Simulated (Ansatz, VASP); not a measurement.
**One calculation of KCl, two programs**

INCAR

```
SYSTEM = KCl
PREC = Accurate ; ENCUT = 520
EDIFF = 1E-8 ; ISMEAR = -1
SIGMA = 0.03 ; LREAL = .FALSE.
LASPH = .TRUE. ; NELM = 100
ALGO = Normal ; ISIF = 2
LWAVE = .FALSE. ; LCHARG = .FALSE.
GGA = PE ; LEFG = .TRUE.
NBANDS = 15
```

The input KPOINTS:

```
Automatic mesh
0
G
  7 7 7
  0 0 0
```

File POSCAR:

```
KCl
1.0
    0.0000000000      3.2180000288      3.2180000288
    3.2180000288      0.0000000000      3.2180000288
    3.2180000288      3.2180000288      0.0000000000
K Cl
1 1
Direct
    0.0000000000      0.0000000000      0.0000000000
    0.5000000000      0.5000000000      0.5000000000
```

Input for Ansatz:

```yaml
crystal:
  lattice:
    - [0.0, 3.2180000288, 3.2180000288]
    - [3.2180000288, 0.0, 3.2180000288]
    - [3.2180000288, 3.2180000288, 0.0]
  atoms:
    - { symbol: K, position: [0.0, 0.0, 0.0] }
    - { symbol: Cl, position: [0.5, 0.5, 0.5] }
kpoints:
  mp_grid: { grid: [7, 7, 7] }
scf:
  occupations: { method: fermi_dirac, width: 0.03 }
hamiltonian:
  xc: pbe
  pseudopotentials: { kind: paw }
output:
  forces: true
  stress: true
  eigenvalues: true
  efg: { contact_densities: true }
  write_density: true
  write_potential: true
  elf: true
  volumetric_format: npy
```

Change from the starting cell: volume scaled by 1.06, PAW files.

Alike in both runs: task electric field gradients; functional PBE; k mesh 7 × 7 × 7; occupations fermi-dirac, width 0.03 eV; no spin polarisation.

```csv
,VASP,Ansatz
version,VASP 6.6.1,Ansatz 0.2.0
potentials or method,"VASP PAW PBE potentials, release 64 (K_sv, Cl)","PAW with Ansatz's default frozen-core files, scalar-relativistic"
plane-wave cutoff (eV),520,420
valence electrons in the cell,16,16
```

|  | VASP | Ansatz | Ansatz less VASP |
| --- | --- | --- | --- |
| gap on the k mesh at the Fermi level (eV) | 4.96 | 4.96 | +0.002 |
| pressure (GPa) | -0.4 | -0.4 | -0.01 |
| Vzz of the field gradient on the site that differs most (V/Å²) | 0.0 | 0.0 | 0.00 |

The functional is the same, so the differences come from potentials, cutoffs and numerics.

Caveats: an odd mesh through Γ misses points on the zone boundary, where band edges often lie.
